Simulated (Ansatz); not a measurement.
Runs of Ansatz 0.2.0 on KF (Carobbiite). The structure is cubic, space group Fm-3m (No. 225). The conventional cell has a = 5.344 Å, b = 5.344 Å, c = 5.344 Å, α = 90.00°, β = 90.00°, γ = 90.00°. Around K (site symmetry m-3m) lie 6 F at 2.67 Å. F (site symmetry m-3m) is surrounded by 6 K at 2.67 Å. 

```tsv
task	level	potentials or basis	spin	cell	k mesh	cutoff (eV)	smearing	other keys	gap on the mesh (eV)	pressure (GPa)
relaxation of cell and atoms	BLYP+D4	PseudoDojo standard (PBEsol files)	off	relaxed	11 × 11 × 11	1143	cold 0.15 eV	kpoints.mp_grid.grid = 11 × 11 × 11; scf.occupations.method = cold; …	6.08	0.0
Wannier functions	PBE	Ansatz PAW	collinear, program default start	volume scaled by 0.96	9 × 9 × 9	420	gaussian 0.025 eV	-	(b)	-
projected density of states	revPBE+D3(BJ)	Ansatz PAW	off	as given	9 × 9 × 9	420	fermi-dirac 0.1 eV	scf.lower_state_search = full; basis.xc_grid = 2	6.49	(a)
density of states	RPBE	PseudoDojo standard (LDA files)	off	as given	9 × 9 × 9	1143	tetrahedron	-	(c)	3.7
projected density of states	wPBEh	Ansatz PAW earlier set	off	as given	5 × 5 × 5	1050	fermi-dirac 0.15 eV	-	8.18	0.2
single point	r2SCAN-EpsX+D4	JTH PAW LDA	off	as given	5 × 5 × 5	1500	gaussian 0.15 eV	-	12.10	-1.3
single point	PBE	Ansatz PAW	off	atoms moved at random, drawn with an rms of 0.05 Å	9 × 9 × 9	420	fermi-dirac 0.05 eV	-	6.18	1.4
```

Fill in the values left out.

(a) 1.1; (b) 6.40; (c) 6.62.

Caveats: odd divisions of the mesh miss points on the zone boundary, where band edges often lie, so the gap on the mesh can be too wide; the potentials were made for another functional, which shifts forces and pressure (some runs); the PAW data sets come from PBE, with cores solved anew for the run's functional, which leaves a small shift of forces and pressure (some runs); the thresholds are loose for stress (some runs); the plane-wave basis is chosen anew once the cell has moved, so the energies of steps on either side of that aren't comparable (some runs); with tetrahedron occupations forces and stress needn't match the slope of the energy (some runs); the dispersion damping was fitted for another functional or another form of the correction (some runs).

A k mesh can miss the band edges.
